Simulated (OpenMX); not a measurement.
## Pd in OpenMX: convergence with ElectronicTemperature

Crystal: Pd.

```
Pd
1.0
     2.78367    0.00000    0.00000
    -1.39183    2.41072    0.00000
     0.00000    0.00000    4.62889
Pd
2
Direct
  0.32101 0.60803 0.24290
  0.59695 0.26038 0.72833
```

This isn't the form of Pd at room conditions, which is fcc.

The cell isn't the ideal one: atoms moved at random, drawn with an rms of 0.15 Å.

* Program: OpenMX 3.8.5
* Task: convergence study
* Functional: LDA
* Potentials or basis: OpenMX 2013 LDA set, Pd7.0-s3p2d1, grid cutoff 400 Ry
* k mesh: 9 × 9 × 5
* Occupations: fermi-dirac, width 0.25852 eV
* Spin: no spin polarisation

These are the settings of the first run; the series varies ElectronicTemperature, with any setting tied to it.

Hardware: 1 thread of Arm Neoverse N1, on a shared host.

Question: The values tried are 3000 K, 2000 K, 1200 K, 800 K, 500 K, 300 K, 150 K, 75 K, loosest first. From which on does the pressure stay within 0.1 GPa of the tightest run that finished?

Answer: From 300 K on.

```csv
ElectronicTemperature,"energy less the tightest run, at zero smearing (meV/atom)",pressure (GPa),largest force (eV/Å),SCF cycles,CPU time (s),peak memory (GiB)
3000 K,-48.76,-12.44,0.560,17,120,0.59
2000 K,-23.38,-13.00,0.560,17,120,0.59
1200 K,-7.96,-13.39,0.560,17,120,0.59
800 K,-2.92,-13.57,0.560,17,120,0.59
500 K,-0.67,-13.69,0.560,17,120,0.59
300 K,-0.07,-13.79,0.561,18,120,0.59
150 K,-0.01,-13.84,0.563,18,120,0.59
75 K,0.00,-13.86,0.565,19,130,0.59
```

Against the tightest run, the energy stays within 1 meV/atom from 500 K on; the largest force stays within 0.005 eV/Å from 500 K on. The tightest run that finished is the yardstick and may itself not be fully converged.

Caveat, for the tightest run too: the basis of atomic orbitals isn't converged, which shifts pressures, moduli and gaps.
